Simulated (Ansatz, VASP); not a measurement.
# Ga2SbAs in two plane-wave programs, part 2 of 2

Wanted: the spread between two codes on one cell, functional and k mesh. The cell is taken from a series of runs on this material, whose earlier steps may have relaxed, scaled, displaced or heated it; both programs get it as it stands.

VASP 6.6.1 and Ansatz 0.2.0.

So far. Step 2 (VASP: single point, HSE06): The run ends at a pressure of 0.33 GPa, with forces up to 0.090 eV/Å.

### 3. Ansatz: single point, HSE06

Level of this step: Ansatz beside VASP: Kohn-Sham DFT, plane waves, HSE06 (Ansatz).

Ansatz runs on its PAW soft_1 files.

The same cell, functional, mesh and smearing now go to Ansatz, which takes its cutoff from its data sets.

input.yaml

```yaml
crystal:
  lattice:
    - [4.1722857486, 0.0, 0.0]
    - [0.0, 4.1722857486, 0.0]
    - [0.0, 0.0, 17.590910825]
  atoms:
    - { symbol: Ga, position: [0.0, 0.0, 0.04332547] }
    - { symbol: As, position: [0.5, 0.0, 0.120706701] }
    - { symbol: Ga, position: [0.5, 0.5, 0.1980980825] }
    - { symbol: As, position: [0.0, 0.5, 0.275258005] }
    - { symbol: Ga, position: [0.0, 0.0, 0.3524179275] }
    - { symbol: As, position: [0.5, 0.0, 0.429809309] }
    - { symbol: Ga, position: [0.5, 0.5, 0.50719054] }
    - { symbol: Sb, position: [0.0, 0.5, 0.5967581986] }
    - { symbol: Ga, position: [0.0, 0.0, 0.6858709068] }
    - { symbol: Sb, position: [0.5, 0.0, 0.775258005] }
    - { symbol: Ga, position: [0.5, 0.5, 0.8646451032] }
    - { symbol: Sb, position: [0.0, 0.5, 0.9537578114] }
kpoints:
  mp_grid: { grid: [4, 4, 2] }
hamiltonian:
  xc: hse06
  pseudopotentials: { kind: paw, azcp: { folder: soft_1 } }
scf:
  occupations: { method: fermi_dirac, width: 0.03 }
  n_extra_bands: 8
output:
  eigenvalues: true
```

Launch:

```console
> ansatz run input.yaml --threads 4 --pin off --max-ram 17510MiB --backend cpu --events-out ev --progress --plain --runs-dir out
```

Numbers of over 12 decimals in the logs are rounded to 6 here.

Output:

```text
scf.n_extra_bands = 8 over 84 filled bands (N_el = 168.0): the run solves 92 bands
Engine: ansatz 0.2.0, aarch64-unknown-linux-gnu
Pseudopotentials: kind: paw
Pseudopotential: Ga, paw, valence charge 13, recommended cutoff 420 eV (normal), soft_1/Ga.paw.azcp
Pseudopotential: As, paw, valence charge 15, recommended cutoff 420 eV (normal), soft_1/As.paw.azcp
Pseudopotential: Sb, paw, valence charge 15, recommended cutoff 420 eV (normal), soft_1/Sb.paw.azcp
Functional definition: HSE06
  parameter a = 0.25
  parameter omega = 0.11/bohr
  exchange = pbe_x - a*pbe_x_sr(omega) + a*exact_x_sr(omega)
  correlation = pbe_c
Crystal: 12 atoms, lattice volume = 306.222 Å³
Basis set: ecut = 420 eV, 5955 PW (Γ)
Bands: 92, of which v1, the nominal top of the filled ones, is band 84 counted from 1 (83 counted from 0)
Symmetry: 8 space group operations
Space group: P-4m2 (ITA 115), of the structure as read, at distance tolerance 6.7e-5 Å
k-points: 12 of 32
Non-local potential: Ga, projectors of the file, l = 0: 2, l = 1: 2, l = 2: 3, l = 3: 1
Non-local potential: As, projectors of the file, l = 0: 2, l = 1: 2, l = 2: 3, l = 3: 1
Non-local potential: Sb, projectors of the file, l = 0: 2, l = 1: 2, l = 2: 2, l = 3: 1
PAW form: soft (Blöchl's): semilocal exchange-correlation on the pseudo side does not see the compensation charge
PAW frozen core: Ga, regenerated for the run's functional, and the local potential with it (the file was generated under x = pbe(κ = 0.804, μ = 0.219515), c = pbe(β = 0.066725))
PAW frozen core: As, regenerated for the run's functional, and the local potential with it (the file was generated under x = pbe(κ = 0.804, μ = 0.219515), c = pbe(β = 0.066725))
PAW frozen core: Sb, regenerated for the run's functional, and the local potential with it (the file was generated under x = pbe(κ = 0.804, μ = 0.219515), c = pbe(β = 0.066725))
PAW one-centre angular grid: Ga, 590 points (default); XC on 64 Gauss nodes
PAW one-centre angular grid: As, 590 points (default); XC on 64 Gauss nodes
PAW one-centre angular grid: Sb, 590 points (default); XC on 64 Gauss nodes
Initial density: superposition of atomic densities (chi_scale 0.1, normalization cell, long waves kept (reshape's long-wave potential 0.97 eV rms))
Initial wavefunctions: pseudopotential atomic-orbital guess
Functional: x = pbe(κ = 0.804, μ = 0.219515), c = pbe(β = 0.066725), warm-up for x = pbe(κ = 0.804, μ = 0.219515) + 0.25 (exact − pbe) at short range (hse, ω = 0.207870 Å⁻¹), c = pbe(β = 0.066725); HSE06 as pw.x's `hse` composes it (authors' and Libxc's form: `xc: wpbeh`)
SCF iter   1: F=—  HF=-56723.607839 eV  |F-HF|=—  |Δ(HF+E_count)|=         —  Δρ=3.73e-2  dr2=1.39e1  ethr=1.00e-1  ⟨swp⟩=4.8  Hψ=2836  notcnv=0
preconditioner: auto → Kerker (q_TF=auto, 2.469 Å⁻¹)  [metal: Δε(μ)=0.118 eV  Ē_g=12.939 eV  σ=0.030 eV  W_gap=0.49  n_scr=84 (ndim 8)  ℏωp=22.1 eV  f_vac=0.004  D(μ)=1.26/eV (n_scr^D=4)]
SCF iter   2: F=—  HF=-56723.636092 eV  |F-HF|=—  |Δ(HF+E_count)|=   2.83e-2  Δρ=2.44e-2  dr2=1.01e1  ethr=8.28e-3  ⟨swp⟩=4.8  Hψ=2375  notcnv=0  defer=2
preconditioner: auto → none  [insulator: Δε(μ)=0.249 eV  Ē_g=12.923 eV  σ=0.030 eV  W_gap=0.62  n_scr=84 (ndim 8)  ℏωp=22.1 eV  f_vac=0.008  D(μ)=1.42/eV (n_scr^D=4)]
SCF iter   3: F=—  HF=-56723.346909 eV  |F-HF|=—  |Δ(HF+E_count)|=   2.89e-1  Δρ=1.31e-2  dr2=1.03e1  ethr=6.01e-3  ⟨swp⟩=6.9  Hψ=2758  notcnv=0  defer=19
iter 4 solved again at ethr=2.78e-4 eV; its pass at ethr=6.01e-3 eV (dr2=4.67e-1 eV) is discarded
SCF iter   4: F=—  HF=-56722.710876 eV  |F-HF|=—  |Δ(HF+E_count)|=   6.36e-1  Δρ=5.87e-3  dr2=4.54e-1  ethr=2.78e-4  ⟨swp⟩=5.3  Hψ=4823  notcnv=0  defer=27
SCF iter   5: F=—  HF=-56722.649765 eV  |F-HF|=—  |Δ(HF+E_count)|=   6.11e-2  Δρ=2.27e-3  dr2=1.79e-1  ethr=2.70e-4  ⟨swp⟩=5.4  Hψ=2790  notcnv=0  defer=10
SCF iter   6: F=—  HF=-56722.638004 eV  |F-HF|=—  |Δ(HF+E_count)|=   1.18e-2  Δρ=6.64e-4  dr2=2.70e-2  ethr=1.06e-4  ⟨swp⟩=5.2  Hψ=2464  notcnv=0  defer=45
SCF iter   7: F=—  HF=-56722.636556 eV  |F-HF|=—  |Δ(HF+E_count)|=   1.45e-3  Δρ=3.09e-4  dr2=2.70e-3  ethr=1.61e-5  ⟨swp⟩=6.0  Hψ=2539  notcnv=0  defer=26
SCF iter   8: F=—  HF=-56722.636643 eV  |F-HF|=—  |Δ(HF+E_count)|=   8.64e-5  Δρ=2.04e-4  dr2=8.13e-5  ethr=1.61e-6  ⟨swp⟩=4.8  Hψ=2923  notcnv=0  defer=9
SCF iter   9: F=—  HF=-56722.636692 eV  |F-HF|=—  |Δ(HF+E_count)|=   4.95e-5  Δρ=8.02e-5  dr2=1.57e-5  ethr=4.84e-8  ⟨swp⟩=4.5  Hψ=3681  notcnv=0  defer=2
[...]
Initial wavefunctions: those handed on with the density
Functional: x = pbe(κ = 0.804, μ = 0.219515) + 0.25 (exact − pbe) at short range (hse, ω = 0.207870 Å⁻¹), c = pbe(β = 0.066725); HSE06 as pw.x's `hse` composes it (authors' and Libxc's form: `xc: wpbeh`)
Exchange kernel: α = 0.2500, screened, ω = 0.2079 Å⁻¹, Wigner–Seitz truncation, v(0) = 1041.0868 eV·Å³, q-mesh 4×4×2, nearest image of the exchange supercell L = 16.69 Å, pair-density grid 30×30×120, without the augmentation charges, whose exchange is taken in its separable form by FFT convolution over the k-point mesh (the finest that the files' search goes to), smooth part of the exact exchange by density-matrix convolution
Frozen-core exchange: fock
[...]
eigensolver tolerance schedule calibrated: the retry pair's looser diagonalisation under-reported the residual by θ = 0.52 (0.16/decade); ethr = c·dr2/N_el runs at the constant in force after the calibration composes with the one it found (an armed cap, an earlier calibration), c = 3.9e-2
preconditioner: auto → none  [insulator: Δε(μ)=0.714 eV  Ē_g=15.394 eV  σ=0.030 eV  W_gap=1.00  n_scr=84 (ndim 8)  ℏωp=22.1 eV  f_vac=0.082  D(μ)=0.00/eV (n_scr^D=0)]
[...]
SCF iter   5: F=—  HF=-56742.471345 eV  |F-HF|=—  |Δ(HF+E_count)|=   3.28e-2  Δρ=1.68e-3  dr2=1.37e-2  ethr=4.20e-6  ⟨swp⟩=6.0  Hψ=3355  notcnv=0
SCF iter   6: F=—  HF=-56742.469912 eV  |F-HF|=—  |Δ(HF+E_count)|=   1.43e-3  Δρ=2.95e-4  dr2=5.42e-4  ethr=2.98e-6  ⟨swp⟩=3.9  Hψ=2403  notcnv=0
SCF iter   7: F=—  HF=-56742.471879 eV  |F-HF|=—  |Δ(HF+E_count)|=   1.97e-3  Δρ=2.37e-4  dr2=2.96e-4  ethr=7.71e-8  ⟨swp⟩=5.2  Hψ=3589  notcnv=0
SCF iter   8: F=-56742.471806 eV  HF=-56742.471810 eV  |F-HF|=4.47e-6  |Δ(HF+E_count)|=   6.88e-5  Δρ=3.51e-5  dr2=1.46e-5  ethr=6.65e-8  ⟨swp⟩=4.0  Hψ=2647  notcnv=0
SCF 2 stopped early in 8 iterations: F = -56742.471806 eV  dr2 = 1.46e-5
hybrid outer 1: dexx = +7.516e-2 eV, tail = 4.44e-4 eV
Exchange kernel: α = 0.2500, screened, ω = 0.2079 Å⁻¹, Wigner–Seitz truncation, v(0) = 1041.0868 eV·Å³, q-mesh 4×4×2, nearest image of the exchange supercell L = 16.69 Å, pair-density grid 30×30×120, without the augmentation charges, whose exchange is taken in its separable form by FFT convolution over the k-point mesh (the finest that the files' search goes to), smooth part of the exact exchange by density-matrix convolution
Frozen-core exchange: fock
SCF iter   1: F=—  HF=-56742.471672 eV  |F-HF|=—  |Δ(HF+E_count)|=         —  Δρ=7.47e-5  dr2=2.46e-5  ethr=1.32e-6  ⟨swp⟩=6.4  Hψ=2592  notcnv=0
preconditioner: auto → none  [insulator: Δε(μ)=0.821 eV  Ē_g=15.229 eV  σ=0.030 eV  W_gap=1.00  n_scr=84 (ndim 8)  ℏωp=22.1 eV  f_vac=0.082  D(μ)=0.00/eV (n_scr^D=0)]
SCF iter   2: F=—  HF=-56742.471676 eV  |F-HF|=—  |Δ(HF+E_count)|=   3.73e-6  Δρ=3.40e-5  dr2=4.90e-6  ethr=1.09e-8  ⟨swp⟩=4.5  Hψ=3453  notcnv=0
SCF iter   3: F=—  HF=-56742.471690 eV  |F-HF|=—  |Δ(HF+E_count)|=   1.35e-5  Δρ=2.18e-5  dr2=3.32e-6  ethr=1.69e-9  ⟨swp⟩=4.9  Hψ=3138  notcnv=0  defer=2
iter 4 solved again at ethr=8.72e-11 eV; its pass at ethr=1.69e-9 eV (dr2=1.47e-7 eV) is discarded
SCF iter   4: F=—  HF=-56742.471689 eV  |F-HF|=—  |Δ(HF+E_count)|=   7.77e-7  Δρ=4.71e-6  dr2=1.99e-7  ethr=8.72e-11  ⟨swp⟩=4.7  Hψ=5231  notcnv=0  defer=6
SCF iter   5: F=-56742.471689 eV  HF=-56742.471689 eV  |F-HF|=6.78e-9  |Δ(HF+E_count)|=   7.93e-8  Δρ=1.56e-6  dr2=5.85e-8  ethr=8.72e-11  ⟨swp⟩=3.5  Hψ=2689  notcnv=0
SCF 3 converged in 5 iterations: F = -56742.471689 eV  dr2 = 5.85e-8
hybrid outer 2: dexx = +1.446e-5 eV, tail = 4.65e-7 eV, Δε = 3.14e-3 eV (about 1.26e-4 eV left of the loop's levels)
hybrid SCF converged: 2 outer / 13 inner (+14 warm-up), last move |dexx| = 1.45e-5 eV, tail = 4.65e-7 eV
Stability not checked: this state was not tested for a lower state beside it, because the functional holds exact exchange (a hybrid, or Hartree-Fock), whose exchange loop this test does not read (fock_operator; see scf.lower_state_search)
Free energy (F): -56742.471688 eV
Frozen-core exchange: fock
Harris-Foulkes:  -56742.471688 eV  (|F-HF|=6.78e-9)
Internal energy: -56742.471688 eV  (E = F + TS)
E sigma→0 (E₀):  -56742.471688 eV
Entropy (-TS):   -0.000000 eV (-0.000 meV/atom)
Fermi energy:    8.103242 eV
--- Per-component energies (eV) ---
  E_band       = -2141.576163
  E_kinetic    = 1445.611379
  E_local      = -21717.752990  (includes V_loc(G=0)·N_el)
  E_nonlocal   = -568.398049
  E_hartree    = 11925.869857
  E_xc         = -713.782067
  E_vxc        = -662.651562  (∫ρ·V_xc dr)
  E_exx        = -594.091403  (= α·E_x^exact, valence–valence)
  E_paw        = -31235.266472  (= ΣΔE_a)
  E_vpaw       = -3301.942929  (= ΣTr[D̂ρ^β])
  E_aug_tail   = -0.000849  (compensation charges beyond the density's cutoff)
  E_ewald      = -15283.129840
  E_core_change = -1.531253  (= ΣΔE_core)
  E_smearing   = -0.000000  (= −TS)
  E_closure    = -0.000000  (closes the sum)
  Σ components = -56742.471688   (vs F -56742.471688, Δ=-7.28e-12)
--- Band table (eV; the first three rows and the last of 12) ---
  k-point 0: bands = [... 80 lower, 6.5807, 7.5377, 7.6817, 7.6817, 8.5042, 9.0551, 9.1470, 9.5716, ... 4 higher]
  k-point 1: bands = [... 80 lower, 6.9586, 6.9586, 7.5271, 7.5271, 9.0241, 9.0684, 9.5488, 9.7255, ... 4 higher]
  k-point 2: bands = [... 80 lower, 6.6611, 6.6703, 6.7137, 7.4553, 9.2884, 9.3679, 9.5961, 10.2658, ... 4 higher]
  k-point 11: bands = [... 80 lower, 4.4849, 4.5717, 4.5965, 4.6197, 9.7236, 9.7236, 9.9085, 9.9270, ... 4 higher]
```

The column dr2 measures how far the density is from self-consistency, as an energy; F and HF (Harris–Foulkes) agree once it is small.

### 4. Side by side

Known differences besides the potentials themselves: exact exchange at q = 0 is treated differently, which shows on coarse meshes; VASP keeps PBE cores, Ansatz makes them for the functional; the data sets hold 168 valence electrons in Ansatz (on its PAW soft_1 files) and 108 in VASP; the cutoff is 420 eV in Ansatz and 400 eV in VASP; VASP takes a coarser grid for exact exchange (PRECFOCK = Fast). Total energies have different zeros and are not compared.

Compared:

```tsv
quantity	Ansatz	VASP	difference
gap on the k mesh (eV)	0.822	0.837	-0.014
```

A gap on the mesh is an upper bound, since the band edges may lie between its points.

### 5. Outcome

| Item | Value |
| --- | --- |
| difference in gap on the k mesh (single point, HSE06) | -0.014 eV |

**Reading.** The difference in gap on the k mesh is -0.014 eV (single point, HSE06), within the 0.08 eV picked in this series as the mark of a large difference. The data sets hold unlike numbers of valence electrons (168 in Ansatz and 108 in VASP), so part of the differences may come from the potentials. How closely two codes agree says nothing of how well the functional describes the real material.

[Lines on the potential files, build, host, timing and source positions are cut from VASP's logs without a mark.]

[Logs are printed without paths, hosts, clocks, repeated set-up lines and the standing remarks that a program may print on its own settings, such as how far it seeks lower states.]

[Hosts, paths, dates, database ids (printed as entryN), source tags and the programs' standing remarks are cut or masked in the printed files.]
